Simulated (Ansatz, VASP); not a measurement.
# One calculation of Fe, two programs

```xyz
1
Lattice="-1.4430 1.4430 1.4430 1.4430 -1.4430 1.4430 1.4430 1.4430 -1.4430" Properties=species:S:1:pos:R:3 pbc="T T T"
Fe    0.0000    0.0000    0.0000
```

Alike in both runs: task relaxation of cell and atoms; functional RPBE; k mesh 13 × 13 × 13; occupations fermi-dirac, width 0.05 eV; collinear spin, ferromagnetic start.

|  | VASP | Ansatz |
| --- | --- | --- |
| version | VASP 6.6.1 | Ansatz 0.2.0 |
| potentials or method | VASP PAW PBE potentials, release 64 (Fe) | Ansatz PAW |
| plane-wave cutoff (eV) | 600 | 420 |
| valence electrons in the cell | 8 | 16 |

```tsv
	VASP	Ansatz	Ansatz less VASP
gap on the k mesh at the Fermi level, each at its own relaxed structure (eV)	none	none	-
net moment per atom (μB)	2.25	2.21	-0.043
size of the moment on the site where the two differ most (μB)	2.26	2.27	+0.012
relaxed volume (Å³/atom)	11.72	11.69	-0.028
relaxed cell length with the largest relative difference (Å)	2.479	2.477	-0.0020
energy change over the relaxation (meV/atom)	-3	-4	-0.8
```

Site moments also hang on the region over which each program counts them. A gap of «none» marks a metal or a gap that the smearing closes. The two sets of potentials don't hold the same shells in valence.

Caveats: the PAW data sets were made with another functional, which shifts forces and pressure a little (VASP); the plane-wave basis is chosen anew once the cell has moved, so the energies of steps on either side of that aren't comparable (Ansatz); the PAW data sets come from PBE, with cores solved anew for the run's functional, which leaves a small shift of forces and pressure (Ansatz).
